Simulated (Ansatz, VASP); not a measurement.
## C in VASP and in Ansatz

```
C
1.0
     2.09789    0.00000    0.00000
    -1.04894    1.81682    0.00000
     0.00000    0.00000    3.68768
C
2
Cartesian
  0.0000 1.2112 0.9219
  1.0489 0.6056 2.7658
```

Alike in both runs: functional PBE; k mesh 9 × 9 × 6; occupations gaussian, width 0.1 eV; no spin polarisation.

Ansatz relaxed the structure, and its values are those at the end. VASP's run is a single point on that final structure, the one shown.

```csv
,VASP,Ansatz
version,VASP 6.6.1,Ansatz 0.2.0
potentials or method,"VASP PAW PBE potentials, release 64 (C)","scalar-relativistic, plane waves, PAW"
plane-wave cutoff (eV),520,420
valence electrons in the cell,8,8
```

Ansatz gave:

| Item | Value |
| --- | --- |
| gap on the k mesh at the Fermi level (eV) | none |
| pressure (GPa) | 0.1 |

Question: Which values does VASP return?

Answer: gap on the k mesh at the Fermi level (eV): none; pressure (GPa): 0.2.

A gap of «none» marks a metal or a gap that the smearing closes. The functional is the same, so the differences come from potentials, cutoffs and numerics.

Caveats: the k mesh is coarse (spacing up to 0.38 Å⁻¹), so the values aren't converged.
